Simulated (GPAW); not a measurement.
# Ru (P6_3/mmc) in GPAW: further runs, part 2 of 2

GPAW 26.7.0. The steps go on from the part before.

### Step 3. Optical spectrum, PBE

This run uses another cell than the first one, of 14.12 Å³/atom, 1.020 times its volume.

Contents of run.py:

```python
from ase.dft.bandgap import bandgap
from ase.io import read, write
from gpaw import GPAW, PW
from gpaw.response.df import DielectricFunction

atoms = read('POSCAR')

calc = GPAW(mode=PW(400),
            xc='PBE',
            kpts={'size': (9, 9, 5), 'gamma': True},
            occupations={'name': 'fermi-dirac', 'width': 0.05},
            nbands=29,
            convergence={'density': 1e-06},
            maxiter=150,
            txt='gpaw.txt')
atoms.calc = calc
energy = atoms.get_potential_energy()
calc.write('gs.gpw')
write('result.traj', atoms)
print(f'Energy: {energy:.6f} eV')
print('Fermi level:', round(calc.get_fermi_level(), 4), 'eV')
print(f'Gap: {bandgap(calc)[0]:.4f} eV, direct: {bandgap(calc, direct=True)[0]:.4f} eV')

dense = calc.fixed_density(kpts={'size': (25, 25, 14), 'gamma': True},
                           nbands=42, convergence={'bands': 36, 'eigenstates': 1e-7},
                           update_fermi_level=True, txt='dense.txt')
dense.write('dense.gpw', mode='all')

df = DielectricFunction('dense.gpw', frequencies={'type': 'nonlinear', 'domega0': 0.05, 'omega2': 10},
                        eta=0.1, ecut=50, nbands=36, rate='eta', txt='df.txt')
for direction in ['x', 'z']:
    df.get_dielectric_function(xc='RPA', direction=direction, filename=f'df_{direction}.csv')
```

Contents of POSCAR:

```
Ru
1.0
    2.7414067149      0.0000000000      0.0000000000
   -1.3707033574      2.3741278572      0.0000000000
    0.0000000000      0.0000000000      4.3382472512
Ru
2
Direct
    0.6666666667      0.3333333333      0.7500000000
    0.3333333333      0.6666666667      0.2500000000
```

Potentials or basis: GPAW PAW data sets (gpaw-data 1.2.1), pw.

The run is started by

```
OMP_NUM_THREADS=1 python run.py
```

gpaw.txt:

```text
__  _  _
 | _ |_)|_||  |
 |__||  | ||/\| - 26.7.0

Input parameters:
  mode=PW(ecut=400.0),
  convergence={'density': 1e-06},
  kpts=MonkhorstPack(size=(9, 9, 5), gamma=True),
  maxiter=150,
  nbands=29,
  occupations=Occupations(name='fermi-dirac', width=0.05),
  xc=XC(name='PBE')

Diagonalizing LCAO Hamiltonian
Converting LCAO to pw mode

          Ru

        Ru

Atoms  # Å, Bohr magnetons
|   | symbol |         x |        y |        z |    initial magnetic moments |
|---|--------|-----------|----------|----------|-----------------------------|
| 0 |     Ru |  1.370703 | 0.791376 | 3.253685 | ( 0.0000,  0.0000,  0.0000) |
| 1 |     Ru | -0.000000 | 1.582752 | 1.084562 | ( 0.0000,  0.0000,  0.0000) |

Unit cell  # Å
| periodic |         x |        y |        z |  lengths |     angles |
|----------|-----------|----------|----------|----------|------------|
|      yes |  2.741407 | 0.000000 | 0.000000 | 2.741407 |  90.000000 |
|      yes | -1.370703 | 2.374128 | 0.000000 | 2.741407 |  90.000000 |
|      yes |  0.000000 | 0.000000 | 4.338247 | 4.338247 | 120.000000 |

Number of symmetries: 12
Symmetry operations  # r_c * U_cc + t_c -> r_c
|    | kind |            matrix            |
|----|------|------------------------------|
|  0 |  σ   |  1, 1, 0,  0,-1, 0,  0, 0, 1 |
|  1 |  S6  |  1, 1, 0, -1, 0, 0,  0, 0,-1 |
|  2 |  E   |  1, 0, 0,  0, 1, 0,  0, 0, 1 |
|  3 |  C2  |  1, 0, 0, -1,-1, 0,  0, 0,-1 |
|  4 |  C2  |  0, 1, 0,  1, 0, 0,  0, 0,-1 |
|  5 |  C3  |  0, 1, 0, -1,-1, 0,  0, 0, 1 |
|  6 |  S6  |  0,-1, 0,  1, 1, 0,  0, 0,-1 |
|  7 |  σ   |  0,-1, 0, -1, 0, 0,  0, 0, 1 |
|  8 |  σ   | -1, 0, 0,  1, 1, 0,  0, 0, 1 |
|  9 |  i   | -1, 0, 0,  0,-1, 0,  0, 0,-1 |
| 10 |  C3  | -1,-1, 0,  1, 0, 0,  0, 0, 1 |
| 11 |  C2  | -1,-1, 0,  0, 1, 0,  0, 0,-1 |

BZ-sampling:
  Number of BZ points: 405
  Number of IBZ points: 50

  Monkhorst-Pack size: [9, 9, 5]
  Monkhorst-Pack shift: [0, 0, 0]

K-points  # in reciprocal-cell coordinates
|     |                                coordinates |     weight |
|-----|--------------------------------------------|------------|
|   0 | (  0.00000000,   0.00000000,   0.00000000) | 0.00246914 |
|   1 | (  0.00000000,   0.00000000,   0.20000000) | 0.00493827 |
|   2 | (  0.00000000,   0.00000000,   0.40000000) | 0.00493827 |
|   3 | (  0.11111111,   0.00000000,  -0.40000000) | 0.01481481 |
|   4 | (  0.11111111,   0.00000000,  -0.20000000) | 0.01481481 |
|   5 | (  0.11111111,   0.00000000,   0.00000000) | 0.01481481 |
|   6 | (  0.11111111,   0.00000000,   0.20000000) | 0.01481481 |
|   7 | (  0.11111111,   0.00000000,   0.40000000) | 0.01481481 |
|   8 | (  0.22222222,  -0.11111111,   0.00000000) | 0.01481481 |
|   9 | (  0.22222222,  -0.11111111,   0.20000000) | 0.02962963 |
| ... |                                            |            |
|  49 | (  0.44444444,   0.44444444,   0.40000000) | 0.02962963 |

Plane wave coefficients: 537
Cutoff: 400.0 eV

Spin-components: 1 (collinear spins)
Bands:           29
Projectors:      12
Spin-degeneracy: 2
Datatype:        complex128

Parallelization:
  kpt:    1
  domain: 1
  band:   1

Density:
  Valence electrons: 32.0
  Components: 1
  Grid points: [14 14 21]
  Charge: 0.0  # |e|

Potential:
  Grid points: [14 14 21]

species:
  Ru:
    name:    Ruthenium
    Z:       44.0
    valence: 16
    core:    28
    charge:  0.0  # [|e|]
    compensation charges:
      type: gauss
      rc: 0.39  # [Å]
      lmax: 2
    cutoffs:
      filter: 2.16  # [Å]
      core: 1.30  # [Å]
    projectors
    | kind |    occ | energy [eV] | rcut [Å] |
    |------|--------|-------------|----------|
    |   4s |  2.000 |     -76.316 |    1.281 |
    |   5s |  1.000 |      -4.236 |    1.281 |
    |   4p |  6.000 |     -46.423 |    1.286 |
    |   5p |  0.000 |      -0.913 |    1.286 |
    |   4d |  7.000 |      -5.203 |    1.254 |
    |    d |        |      22.008 |    1.254 |

    Using partial waves for Ru as LCAO basis

Reference energy: -246490.249966  # eV

eigensolver:
  PPCG
  Converge bands: occupied
  niter=2

density mixing:
  MSR1-Mixer
  Pratt-step length: 0.05
  Maximum mixing coefficient: 0.75
  Old densities: 10
  SVD Regularization: 0.005
  Good broyden scale: 1.0
  Trust region scale: 1.0
  Backstep threshold: 4.0
  History deletion threshold: 6.0
  Fourier metric: weight=20.0, sigma=0.015

occupation numbers:
  Fermi-Dirac:
    width: 0.0500  # eV

poisson solver:
  ecut: 3200.0  # eV

xc functional:
  name: PBE with 2 nearest neighbor stencil

convergence criteria:
- Maximum integral of absolute [dens]ity change: 1e-06 electrons / valence electron
- Maximum [total energy] change in last 3 cyles: 0.0005 eV / valence electron
- Maximum integral of absolute [eigenst]ate change: 4e-08 eV^2 / valence electron
maximum number of iterations: 150

SCF iterations
|iter     | |      energy | eigst |  dens |
|---------|-|-------------|-------|-------|
|iter:   1| |  -20.437128 | -0.03 |       |
|iter:   2| |  -20.085985 | -2.72 | -1.06 |
|iter:   3| |  -18.783623 | -1.67 | -1.11 |
|iter:   4| |  -18.776948 | -4.05 | -2.07 |
|iter:   5| |  -18.774934c| -4.11 | -2.35 |
|iter:   6| |  -18.774958c| -6.50 | -3.62 |
|iter:   7| |  -18.774962c| -7.18 | -3.97 |
|iter:   8| |  -18.774962c| -8.44c| -4.60 |
|iter:   9| |  -18.774962c| -8.61c| -5.25 |
|iter:  10| |  -18.774962c| -9.37c| -5.84 |
|iter:  11| |  -18.774962c|-10.13c| -6.32c|

Converged in 11 steps
Energy contributions relative to reference atoms: (reference = -246490.249966)

Energy contributions:
  Kinetic:         -11.350239
  Coulomb:           2.738397
  Zero:             -0.309589
  External:          0.000000
  Xc:               -9.846631
  Entropy:          -0.013800
  Spinorbit:         0.000000
  ----------------------------
  Free energy:     -18.781862
  Extrapolated:    -18.774962

dipole moment: (0.000000, 0.000000, 0.000001)  # |e|*Ang

Fermi level: 12.800
Eigenvalues  # (at kpt = [0.000, 0.000, 0.000])
| band index |      eig [eV] | occ [0-2] |
|------------|---------------|-----------|
|          0 |       -60.344 |     2.000 |
|        ... |               |           |
|          9 |         6.863 |     2.000 |
|         10 |        10.266 |     2.000 |
|         11 |        10.266 |     2.000 |
|         12 |        10.442 |     2.000 |
|         13 |        10.900 |     2.000 |
|         14 |        10.900 |     2.000 |
|         15 |        11.403 |     2.000 |
|         16 |        11.403 |     2.000 |
|         17 |        13.812 |     0.000 |
|         18 |        13.812 |     0.000 |
|         19 |        13.998 |     0.000 |
|         20 |        22.564 |     0.000 |
|         21 |        27.899 |     0.000 |
|         22 |        30.600 |     0.000 |
|         23 |        31.090 |     0.000 |
|         24 |        35.469 |     0.000 |
|        ... |               |           |
|         28 |        37.420 |     0.000 |

No gap
No difference between direct/indirect transitions
# Writing to gs.gpw (mode='')
```

It took 7.5 min on 1 thread of Arm Neoverse V1, shared host; peak memory 0.65 GiB.

What came out:

| Item | Value |
| --- | --- |
| Free energy | -18.7819 eV |
| Band gap on the k mesh | none (metal or under the smearing width) |

Dielectric function (mean over the directions given):
```tsv
energy (eV)	real part	imaginary part
0.51	-136.74	95.26
0.88	-30.52	49.24
1.43	10.51	40.53
1.89	3.79	52.53
2.42	-13.64	38.06
2.79	-12.70	32.80
3.30	-16.37	19.49
3.76	-15.16	14.84
4.30	-11.26	10.37
4.79	-10.00	7.11
5.16	-8.32	5.78
5.68	-6.48	4.41
6.15	-5.88	4.04
6.63	-4.79	2.91
7.12	-4.07	2.13
7.55	-3.21	1.73
8.07	-2.44	1.37
8.52	-1.90	1.22
9.08	-1.21	1.13
9.56	-0.70	0.96
9.96	-0.25	1.06
10.46	0.11	1.22
10.88	0.29	1.69
11.41	0.38	1.70
11.96	0.40	1.64
12.30	0.44	1.77
12.77	0.31	1.68
13.36	0.43	1.62
13.85	0.39	1.77
14.35	0.44	1.62
14.73	0.49	1.62
15.26	0.62	1.58
15.80	0.80	1.65
16.36	0.79	1.83
16.93	0.94	1.85
17.36	0.93	2.56
17.96	-0.13	2.63
18.58	-0.20	2.10
19.22	-0.45	2.01
19.87	-0.42	1.73
```

Caveat: the intraband term hangs on this k mesh; the long-wavelength limit can be off by several per cent where d states take part; independent-particle spectra lack excitons.

### Step 4. Optical spectrum, PBE

This run uses another cell than the first one, of 14.39 Å³/atom, 1.039 times its volume.

run.py is that of step 3.

Contents of POSCAR:

```
Ru
1.0
    2.7588683749      0.0000000000      0.0000000000
   -1.3794341875      2.3892500984      0.0000000000
    0.0000000000      0.0000000000      4.3658801443
Ru
2
Direct
    0.6666666667      0.3333333333      0.7500000000
    0.3333333333      0.6666666667      0.2500000000
```

Potentials or basis: GPAW PAW data sets (gpaw-data 1.2.1), pw.

The run is started by

```
OMP_NUM_THREADS=1 python run.py
```

gpaw.txt:

```text
__  _  _
 | _ |_)|_||  |
 |__||  | ||/\| - 26.7.0

Input parameters:
  mode=PW(ecut=400.0),
  convergence={'density': 1e-06},
  kpts=MonkhorstPack(size=(9, 9, 5), gamma=True),
  maxiter=150,
  nbands=29,
  occupations=Occupations(name='fermi-dirac', width=0.05),
  xc=XC(name='PBE')

Diagonalizing LCAO Hamiltonian
Converting LCAO to pw mode

          Ru

        Ru

Atoms  # Å, Bohr magnetons
|   | symbol |         x |        y |        z |    initial magnetic moments |
|---|--------|-----------|----------|----------|-----------------------------|
| 0 |     Ru |  1.379434 | 0.796417 | 3.274410 | ( 0.0000,  0.0000,  0.0000) |
| 1 |     Ru | -0.000000 | 1.592833 | 1.091470 | ( 0.0000,  0.0000,  0.0000) |

Unit cell  # Å
| periodic |         x |        y |        z |  lengths |     angles |
|----------|-----------|----------|----------|----------|------------|
|      yes |  2.758868 | 0.000000 | 0.000000 | 2.758868 |  90.000000 |
[... 132 lines left out ...]
|iter:   3| |  -18.747484 | -1.66 | -1.11 |
|iter:   4| |  -18.741180 | -4.11 | -2.07 |
|iter:   5| |  -18.739280c| -4.09 | -2.35 |
|iter:   6| |  -18.739303c| -6.48 | -3.61 |
|iter:   7| |  -18.739308c| -7.18 | -3.97 |
|iter:   8| |  -18.739308c| -8.43c| -4.59 |
|iter:   9| |  -18.739308c| -8.56c| -5.23 |
|iter:  10| |  -18.739308c| -9.33c| -5.84 |
|iter:  11| |  -18.739308c|-10.09c| -6.32c|

Converged in 11 steps
Energy contributions relative to reference atoms: (reference = -246490.249966)

Energy contributions:
  Kinetic:         -14.681232
  Coulomb:           5.469440
  Zero:             -0.299504
  External:          0.000000
  Xc:               -9.220918
  Entropy:          -0.014188
  Spinorbit:         0.000000
  ----------------------------
  Free energy:     -18.746401
  Extrapolated:    -18.739308

dipole moment: (0.000000, 0.000000, 0.000001)  # |e|*Ang

Fermi level: 12.454
Eigenvalues  # (at kpt = [0.000, 0.000, 0.000])
| band index |      eig [eV] | occ [0-2] |
|------------|---------------|-----------|
|          0 |       -60.650 |     2.000 |
|        ... |               |           |
|          9 |         6.662 |     2.000 |
|         10 |         9.994 |     2.000 |
|         11 |         9.994 |     2.000 |
|         12 |        10.164 |     2.000 |
|         13 |        10.609 |     2.000 |
|         14 |        10.609 |     2.000 |
[... 8 lines left out ...]
|         23 |        30.668 |     0.000 |
|         24 |        34.833 |     0.000 |
|        ... |               |           |
|         28 |        36.909 |     0.000 |

No gap
No difference between direct/indirect transitions
# Writing to gs.gpw (mode='')
```

Run time: 7.6 min. Hardware: 1 thread of Arm Neoverse V1, shared host; peak memory 0.66 GiB.

Results:

```
Free energy            : -18.7464 eV
Band gap on the k mesh : none (metal or under the smearing width)
```

Dielectric function (mean over the directions given):
```tsv
energy (eV)	real part	imaginary part
0.51	-129.10	93.41
1.43	11.02	42.77
2.42	-14.20	36.03
3.43	-14.63	18.05
4.44	-11.05	9.12
5.31	-7.65	4.91
6.31	-5.34	3.21
7.29	-3.47	1.81
8.25	-2.08	1.34
9.27	-0.90	1.00
10.16	0.01	1.26
11.20	0.32	1.73
12.19	0.35	1.86
13.24	0.42	1.70
14.22	0.40	1.62
15.13	0.53	1.55
16.21	0.81	1.75
17.36	0.81	2.72
18.58	-0.17	2.08
19.87	-0.41	1.72
```

Caveat: the intraband term hangs on this k mesh; the long-wavelength limit can be off by several per cent where d states take part; independent-particle spectra lack excitons.

### Step 5. Summary

```tsv
cell	gap on the mesh (eV)
P6_3/mmc, 13.85 Å³/atom	none
P6_3/mmc, 14.12 Å³/atom	none
P6_3/mmc, 14.39 Å³/atom	none
```

Alike in all rows: task optical spectrum; level PBE; potentials or basis GPAW PAW data sets (gpaw-data 1.2.1), pw; no spin polarisation; k mesh 9 × 9 × 5; cutoff (eV) 400; smearing fermi-dirac 0.05 eV.

Every run on the cell as given and a fine mesh finds a metal.

Caveats: the intraband term hangs on this k mesh; the long-wavelength limit can be off by several per cent where d states take part; independent-particle spectra lack excitons.

Total energies depend on the potentials used, so only differences within one code and one set of settings carry meaning.
